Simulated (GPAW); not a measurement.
This GPAW 26.7.0 run on AlN needs a look.

The input run.py:

```python
import json
import numpy as np
from ase import Atoms
from ase.calculators.mixing import SumCalculator
from ase.constraints import FixSymmetry
from ase.io import read, write
from ase.optimize import BFGS
from dftd4.ase import DFTD4
from phonopy import Phonopy
from phonopy.structure.atoms import PhonopyAtoms
from gpaw import GPAW

atoms = read('POSCAR')

calc = GPAW(mode='lcao',
            h=0.35,
            basis='dzp',
            xc='PBE',
            kpts={'size': (5, 5, 3), 'gamma': True},
            occupations={'name': 'fermi-dirac', 'width': 0.05},
            convergence={'density': 1e-06, 'forces': 0.0001},
            maxiter=100,
            txt='gpaw.txt')
atoms.calc = SumCalculator([calc, DFTD4(method='pbe')])
atoms.set_constraint(FixSymmetry(atoms))
BFGS(atoms, trajectory='relax.traj', logfile='-').run(fmax=0.005, steps=40)
atoms.set_constraint()
energy = atoms.get_potential_energy()
forces = atoms.get_forces()
calc.write('gs.gpw')
write('result.traj', atoms)
print('Cell:', atoms.cell.cellpar().round(4))
print(atoms.get_scaled_positions().round(5))

def force_constants(scale):
    unit = PhonopyAtoms(symbols=atoms.get_chemical_symbols(), cell=atoms.cell[:] * scale**(1 / 3),
                        scaled_positions=atoms.get_scaled_positions())
    ph = Phonopy(unit, supercell_matrix=np.diag([1, 1, 1]), primitive_matrix=np.eye(3), symprec=1e-4)
    ph.generate_displacements(distance=0.03)
    forces = []
    for i, sc in enumerate(ph.supercells_with_displacements):
        a = Atoms(sc.symbols, cell=sc.cell, scaled_positions=sc.scaled_positions, pbc=True)
        c = GPAW(mode='lcao',
                 h=0.35,
                 basis='dzp',
                 xc='PBE',
                 kpts={'size': (5, 5, 3), 'gamma': True},
                 occupations={'name': 'fermi-dirac', 'width': 0.05},
                 convergence={'density': 1e-06, 'forces': 0.0001},
                 maxiter=100,
                 txt=f'disp-{scale:.3f}-{i:02d}.txt')
        a.calc = SumCalculator([c, DFTD4(method='pbe')])
        f = a.get_forces()
        forces.append(f - f.mean(axis=0))
        print(f'displacement {i}: drift', f.mean(axis=0).round(5), flush=True)
    ph.forces = forces
    ph.produce_force_constants()
    ph.symmetrize_force_constants()
    return ph

qpoints = [[0.0, 0.0, 0.0]]
results = {}
for scale in [1.0]:
    ph = force_constants(scale)
    ph.run_qpoints(qpoints)
    nu = ph.qpoints.frequencies * 33.35641  # THz to cm^-1
    results[f'{scale:.3f}'] = nu.tolist()
    for qp, f in zip(qpoints, nu):
        print(scale, np.round(qp, 4), f.round(2))
json.dump(results, open('phonons.json', 'w'))
```

File POSCAR:

```
AlN
1.0
    3.1130000000      0.0000000000      0.0000000000
   -1.5565000000      2.6959370820      0.0000000000
    0.0000000000      0.0000000000      4.9810000000
Al N
2 2
Direct
    0.6666666667      0.3333333333      0.5000000000
    0.3333333333      0.6666666667      0.0000000000
    0.6666666667      0.3333333333      0.8800000000
    0.3333333333      0.6666666667      0.3800000000
```

Potentials or basis: GPAW PAW data sets (gpaw-data 1.2.1), lcao:dzp.

The run is started by

```console
$ OMP_NUM_THREADS=1 python run.py
```

gpaw.txt:

```text
__  _  _
 | _ |_)|_||  |
 |__||  | ||/\| - 26.7.0

Input parameters:
  mode=LCAO(),
  basis={'default': 'dzp'},
  convergence={'density': 1e-06, 'forces': 0.0001},
  h=0.35,
  kpts=MonkhorstPack(size=(5, 5, 3), gamma=True),
  maxiter=100,
  occupations=Occupations(name='fermi-dirac', width=0.05),
  xc=XC(name='PBE')

           N

           Al
        N
[... 11 lines left out ...]
Unit cell  # Å
| periodic |         x |        y |        z |  lengths |     angles |
|----------|-----------|----------|----------|----------|------------|
|      yes |  3.113000 | 0.000000 | 0.000000 | 3.113000 |  90.000000 |
|      yes | -1.556500 | 2.695937 | 0.000000 | 3.113000 |  90.000000 |
|      yes |  0.000000 | 0.000000 | 4.981000 | 4.981000 | 120.000000 |

Number of symmetries: 6
Symmetry operations  # r_c * U_cc + t_c -> r_c
[... 477 lines left out ...]
|---------|---------|---------|
| 0.00000 | 0.00000 | 1.17768 |  # Al   0
| 0.00000 | 0.00000 | 1.17951 |  # Al   1
| 0.00000 | 0.00000 | 3.49476 |  # N    2
| 0.00000 | 0.00000 | 3.49322 |  # N    3

           N

        N  Al

        Al

Atoms  # Å, Bohr magnetons
|   | symbol |        x |        y |        z |    initial magnetic moments |
|---|--------|----------|----------|----------|-----------------------------|
| 0 |     Al | 1.556500 | 0.898646 | 2.511899 | ( 0.0000,  0.0000,  0.0000) |
| 1 |     Al | 0.000000 | 1.797291 | 0.021399 | ( 0.0000,  0.0000,  0.0000) |
| 2 |      N | 1.556500 | 0.898646 | 4.615283 | ( 0.0000,  0.0000,  0.0000) |
| 3 |      N | 0.000000 | 1.797291 | 2.124783 | ( 0.0000,  0.0000,  0.0000) |
[... 67 lines left out ...]
Gap: 3.165 eV
Transition (v -> c):
  (s=0, k=0, n=7, [0.00, 0.00, 0.00]) -> (s=0, k=0, n=8, [0.00, 0.00, 0.00])
No difference between direct/indirect transitions

Forces  # eV/Ang
|        x |       y |         z |
|----------|---------|-----------|
|  0.00000 | 0.00000 |   1.39933 |  # Al   0
|  0.00000 | 0.00000 |   1.40151 |  # Al   1
| -0.00000 | 0.00000 | -14.16772 |  # N    2
|  0.00000 | 0.00000 | -14.17267 |  # N    3

           N
[... 80 lines left out ...]
Gap: 3.634 eV
Transition (v -> c):
  (s=0, k=0, n=7, [0.00, 0.00, 0.00]) -> (s=0, k=0, n=8, [0.00, 0.00, 0.00])
No difference between direct/indirect transitions

Forces  # eV/Ang
|        x |        y |       z |
|----------|----------|---------|
|  0.00000 |  0.00000 | 1.17123 |  # Al   0
| -0.00000 | -0.00000 | 1.17310 |  # Al   1
| -0.00000 |  0.00000 | 3.51964 |  # N    2
| -0.00000 | -0.00000 | 3.51768 |  # N    3
```

Diagnose the run.

The run was cut off at its time limit. The input holds a flaw that was put in on purpose: grid spacing far too coarse (h = 0.35).
